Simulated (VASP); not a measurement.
Set up this calculation in VASP 6.6.1, as the native input.

```yaml
Task: single point
Functional: PBEsol
Potentials_or_basis: VASP PAW PBE potentials, release 64 (Al)
Cutoff: 520 eV
k_mesh: 21 × 21 × 10
Occupations: gaussian, width 0.15 eV
Spin: no spin polarisation
Dipole_correction: no
Further_INCAR_settings: ALGO = Fast; EDIFF = 1e-07; NBANDS = 10
```

The structure of Al lies in POSCAR:

```
Al
1.0
    2.3905870488      0.0000000000      0.0000000000
   -1.1952935244      2.0703091142      0.0000000000
    0.0000000000      0.0000000000      4.8668500000
Al
2
Direct
    0.6666666667      0.3333333333      0.7500000000
    0.3333333333      0.6666666667      0.2500000000
```

This isn't the form of Al at room conditions, which is fcc.

The cell isn't the ideal one: strain -0.1500 x Voigt [1, 1, 0, 0, 0, 0], atoms carried along.

These files were run (other wordings do the same):

INCAR

```
PREC     = Accurate       # precision mode
ENCUT    = 520            # plane-wave cutoff, eV
EDIFF    = 1E-7           # SCF threshold, eV
ISMEAR   = 0              # smearing method
SIGMA    = 0.15           # smearing width, eV
LREAL    = False          # projectors in reciprocal space
LASPH    = True           # aspherical terms in the spheres
NELM     = 100            # most SCF steps
ALGO     = Fast           # electronic algorithm
ISIF     = 2              # what is computed and relaxed
LWAVE    = False          # write WAVECAR
LCHARG   = True           # write CHGCAR
GGA      = PS             # functional
LELF     = True           # ELF
LVHAR    = True         
NBANDS   = 10             # bands
```

KPOINTS

```
regular mesh
0
Gamma
  21 21 10
```

Potentials or basis: VASP PAW PBE potentials, release 64 (Al).

The run is started by

```sh
$ cat potpaw_PBE.64/Al/POTCAR > POTCAR
$ mpirun -np 1 vasp_std > vasp.out
```

It gave:

```yaml
Pressure: 58.9 GPa
Band_gap_on_the_k_mesh: none (metal or under the smearing width)
```

Caveat: so large a pressure means that the cell lies far from this level's equilibrium, or that cutoff or potentials fall short; the potentials were made for another functional, which shifts forces and pressure.

It took 28 s on 1 thread of Intel(R) Xeon(R) 6975P-C (Granite Rapids), with other jobs on the host, peak memory 0.17 GiB.
